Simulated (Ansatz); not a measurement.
# C61N2: the cost of one run

Program: Ansatz 0.2.0. Level of theory: DFT PBE, scalar-relativistic, plane waves, PAW, and further levels as typed in the inputs. These are calculated values, not measurements.

## (1) The system as given

The structure is orthorhombic, space group Cmm2 (No. 35). Conventional cell: a = 10.102 Å, b = 10.102 Å, c = 7.143 Å, α = 90.00°, β = 90.00°, γ = 90.00°. N (site symmetry m) is surrounded by 3 C at 1.55 Å. C (site symmetry m) has 1 N at 1.55 Å and 3 C at 1.55 Å as nearest neighbours. C (site symmetry m) has 4 C at 1.55 Å as nearest neighbours. C (site symmetry 1) is surrounded by 1 N at 1.55 Å and 3 C at 1.55 Å. Around C (site symmetry 1) lie 4 C at 1.55 Å. C (site symmetry 2) is surrounded by 4 C at 1.55 Å. Only part of the 25 independent sites is listed.

The input asks for a charge of -1 e on the cell.

Structure file:

```
CELL_PARAMETERS angstrom
7.14320 0.00000 0.00000
0.00000 7.14320 0.00000
0.00000 0.00000 7.14320
ATOMIC_POSITIONS crystal
N 0.12500 0.12500 0.12500
C 0.00000 0.25000 0.25000
C 0.12500 0.37500 0.37500
C 0.25000 0.00000 0.25000
C 0.37500 0.12500 0.37500
C 0.25000 0.25000 0.00000
C 0.37500 0.37500 0.12500
C 0.00000 0.00000 0.50000
C 0.12500 0.12500 0.62500
C 0.00000 0.25000 0.75000
C 0.12500 0.37500 0.87500
C 0.25000 0.00000 0.75000
C 0.37500 0.12500 0.87500
C 0.25000 0.25000 0.50000
C 0.37500 0.37500 0.62500
C 0.00000 0.50000 0.00000
C 0.12500 0.62500 0.12500
C 0.00000 0.75000 0.25000
C 0.12500 0.87500 0.37500
C 0.25000 0.50000 0.25000
C 0.37500 0.62500 0.37500
C 0.25000 0.75000 0.00000
C 0.37500 0.87500 0.12500
C 0.00000 0.50000 0.50000
C 0.12500 0.62500 0.62500
C 0.00000 0.75000 0.75000
N 0.12500 0.87500 0.87500
C 0.25000 0.50000 0.75000
C 0.37500 0.62500 0.87500
C 0.25000 0.75000 0.50000
C 0.37500 0.87500 0.62500
C 0.50000 0.00000 0.00000
C 0.62500 0.12500 0.12500
C 0.50000 0.25000 0.25000
C 0.62500 0.37500 0.37500
C 0.75000 0.00000 0.25000
C 0.87500 0.12500 0.37500
C 0.75000 0.25000 0.00000
C 0.87500 0.37500 0.12500
C 0.50000 0.00000 0.50000
C 0.62500 0.12500 0.62500
C 0.50000 0.25000 0.75000
C 0.62500 0.37500 0.87500
C 0.75000 0.00000 0.75000
C 0.87500 0.12500 0.87500
C 0.75000 0.25000 0.50000
C 0.87500 0.37500 0.62500
C 0.50000 0.50000 0.00000
C 0.62500 0.62500 0.12500
C 0.50000 0.75000 0.25000
C 0.62500 0.87500 0.37500
C 0.75000 0.50000 0.25000
C 0.87500 0.62500 0.37500
C 0.75000 0.75000 0.00000
C 0.87500 0.87500 0.12500
C 0.50000 0.50000 0.50000
C 0.62500 0.62500 0.62500
C 0.50000 0.75000 0.75000
C 0.62500 0.87500 0.87500
C 0.75000 0.50000 0.75000
C 0.87500 0.62500 0.87500
C 0.75000 0.75000 0.50000
C 0.87500 0.87500 0.62500
```

## (2) Relaxing the atoms: C61N2 defect cell, total moment held at 1 μB, charge -1

Contents of input.yaml:

```yaml
crystal:
  lattice:
    - [7.1432, 0.0, 0.0]
    - [0.0, 7.1432, 0.0]
    - [0.0, 0.0, 7.1432]
  atoms:
    - { symbol: "N", position: [0.125, 0.125, 0.125] }
    - { symbol: C, position: [0.0, 0.25, 0.25] }
    - { symbol: C, position: [0.125, 0.375, 0.375] }
    - { symbol: C, position: [0.25, 0.0, 0.25] }
    - { symbol: C, position: [0.375, 0.125, 0.375] }
    - { symbol: C, position: [0.25, 0.25, 0.0] }
    - { symbol: C, position: [0.375, 0.375, 0.125] }
    - { symbol: C, position: [0.0, 0.0, 0.5] }
    - { symbol: C, position: [0.125, 0.125, 0.625] }
    - { symbol: C, position: [0.0, 0.25, 0.75] }
    - { symbol: C, position: [0.125, 0.375, 0.875] }
    - { symbol: C, position: [0.25, 0.0, 0.75] }
    - { symbol: C, position: [0.375, 0.125, 0.875] }
    - { symbol: C, position: [0.25, 0.25, 0.5] }
    - { symbol: C, position: [0.375, 0.375, 0.625] }
    - { symbol: C, position: [0.0, 0.5, 0.0] }
    - { symbol: C, position: [0.125, 0.625, 0.125] }
    - { symbol: C, position: [0.0, 0.75, 0.25] }
    - { symbol: C, position: [0.125, 0.875, 0.375] }
    - { symbol: C, position: [0.25, 0.5, 0.25] }
    - { symbol: C, position: [0.375, 0.625, 0.375] }
    - { symbol: C, position: [0.25, 0.75, 0.0] }
    - { symbol: C, position: [0.375, 0.875, 0.125] }
    - { symbol: C, position: [0.0, 0.5, 0.5] }
    - { symbol: C, position: [0.125, 0.625, 0.625] }
    - { symbol: C, position: [0.0, 0.75, 0.75] }
    - { symbol: "N", position: [0.125, 0.875, 0.875] }
    - { symbol: C, position: [0.25, 0.5, 0.75] }
    - { symbol: C, position: [0.375, 0.625, 0.875] }
    - { symbol: C, position: [0.25, 0.75, 0.5] }
    - { symbol: C, position: [0.375, 0.875, 0.625] }
    - { symbol: C, position: [0.5, 0.0, 0.0] }
    - { symbol: C, position: [0.625, 0.125, 0.125] }
    - { symbol: C, position: [0.5, 0.25, 0.25] }
    - { symbol: C, position: [0.625, 0.375, 0.375] }
    - { symbol: C, position: [0.75, 0.0, 0.25] }
    - { symbol: C, position: [0.875, 0.125, 0.375] }
    - { symbol: C, position: [0.75, 0.25, 0.0] }
    - { symbol: C, position: [0.875, 0.375, 0.125] }
    - { symbol: C, position: [0.5, 0.0, 0.5] }
    - { symbol: C, position: [0.625, 0.125, 0.625] }
    - { symbol: C, position: [0.5, 0.25, 0.75] }
    - { symbol: C, position: [0.625, 0.375, 0.875] }
    - { symbol: C, position: [0.75, 0.0, 0.75] }
    - { symbol: C, position: [0.875, 0.125, 0.875], spin: 0.5 }
    - { symbol: C, position: [0.75, 0.25, 0.5] }
    - { symbol: C, position: [0.875, 0.375, 0.625] }
    - { symbol: C, position: [0.5, 0.5, 0.0] }
    - { symbol: C, position: [0.625, 0.625, 0.125] }
    - { symbol: C, position: [0.5, 0.75, 0.25] }
    - { symbol: C, position: [0.625, 0.875, 0.375] }
    - { symbol: C, position: [0.75, 0.5, 0.25] }
    - { symbol: C, position: [0.875, 0.625, 0.375] }
    - { symbol: C, position: [0.75, 0.75, 0.0] }
    - { symbol: C, position: [0.875, 0.875, 0.125], spin: 0.5 }
    - { symbol: C, position: [0.5, 0.5, 0.5] }
    - { symbol: C, position: [0.625, 0.625, 0.625] }
    - { symbol: C, position: [0.5, 0.75, 0.75] }
    - { symbol: C, position: [0.625, 0.875, 0.875] }
    - { symbol: C, position: [0.75, 0.5, 0.75] }
    - { symbol: C, position: [0.875, 0.625, 0.875] }
    - { symbol: C, position: [0.75, 0.75, 0.5] }
    - { symbol: C, position: [0.875, 0.875, 0.625] }
magnetization:
  spin_polarized: true
  initial_magnetization: 1.0
  spin_locking: { lock_magnetization: hard }
total_charge: -1
scf:
  occupations: { method: fixed }
output:
  forces: true
  stress: false
  eigenvalues: true
  populations: true
  efg: { quadrupole_moments_barn: { "N": 0.02044 } }
  write_density: true
  write_potential: true
  elf: true
  volumetric_format: npy
kpoints:
  mp_grid: { grid: [2, 2, 2] }
relax:
  f_tol: 0.01
  max_steps: 30
hamiltonian:
  pseudopotentials: { kind: paw, azcp: { folder: soft_1 } }
```

Run with:

```sh
$ ansatz run input.yaml --threads 8 --pin off --max-ram 24576MiB --backend cpu --events-out ev --progress --plain --runs-dir out
```

**Question.** How long does this run take on 8 threads of AMD EPYC 7R43 (Zen 3), shared host, and how much memory does it need?

About 72 s, with a peak of 2.7 GiB.
